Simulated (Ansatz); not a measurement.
Crystal: MnH2O2 (Pyrochroite).

```
CELL_PARAMETERS angstrom
3.25000 0.00000 0.00000
-1.62500 2.81458 0.00000
0.00000 0.00000 4.48000
ATOMIC_POSITIONS crystal
Mn 0.00000 0.00000 0.00000
O 0.66667 0.33333 0.77400
O 0.33333 0.66667 0.22600
H 0.66667 0.33333 0.55400
H 0.33333 0.66667 0.44600
```

```yaml
Program: Ansatz 0.2.0
Task: relaxation of cell and atoms
Functional: r2SCAN
Potentials_or_basis: Ansatz PAW
Cutoff: "500 eV (not typed: the program's choice for these potentials)"
k_mesh: 9 × 9 × 6
Occupations: fermi-dirac, width 0.05 eV
Spin: collinear spin, ferromagnetic start
Starting_moments: "[4.0, 0.0, 0.0, 0.0, 0.0] μB"
```

At the start: volume 8.20 Å³/atom.

How do energy, volume and symmetry change on relaxing?

It ends after 8 steps and the volume is 8.90 Å³/atom (+8.6 %); space group P-3m1 (No. 164, to 0.05 Å); moment 5.00 μB per cell.

Step by step:
```tsv
step	energy change (eV)	largest force (eV/Å)	volume (Å³)
1	0.0000	1.7692	40.98
2	-0.1165	0.4830	43.58
3	-0.1268	0.0760	44.31
4	-0.1269	0.0151	44.60
5	-0.1271	0.0051	44.50
6	-0.1306	0.0075	44.50
7	-0.1306	0.0005	44.51
8	-0.1306	0.0006	44.51
```

Final structure:
```cif
data_structure
_symmetry_space_group_name_H-M 'P 1'
_symmetry_Int_Tables_number 1
_cell_length_a 3.3217
_cell_length_b 3.3217
_cell_length_c 4.6584
_cell_angle_alpha 90.000
_cell_angle_beta 90.000
_cell_angle_gamma 120.000
_cell_volume 44.51
loop_
_atom_site_label
_atom_site_type_symbol
_atom_site_fract_x
_atom_site_fract_y
_atom_site_fract_z
_atom_site_occupancy
Mn1 Mn 0.00000 0.00000 0.00000 1
O1 O 0.66667 0.33333 0.77044 1
O2 O 0.33333 0.66667 0.22956 1
H1 H 0.66667 0.33333 0.56351 1
H2 H 0.33333 0.66667 0.43649 1
```

Caveat: the magnetic or orbital state may not be the lowest; the plane-wave basis is chosen anew once the cell has moved, so the energies of steps on either side of that aren't comparable; a cell with one magnetic atom can't hold antiferromagnetic order, which such compounds often take; the PAW data sets come from PBE, with cores solved anew for the run's functional, which leaves a small shift of forces and pressure.
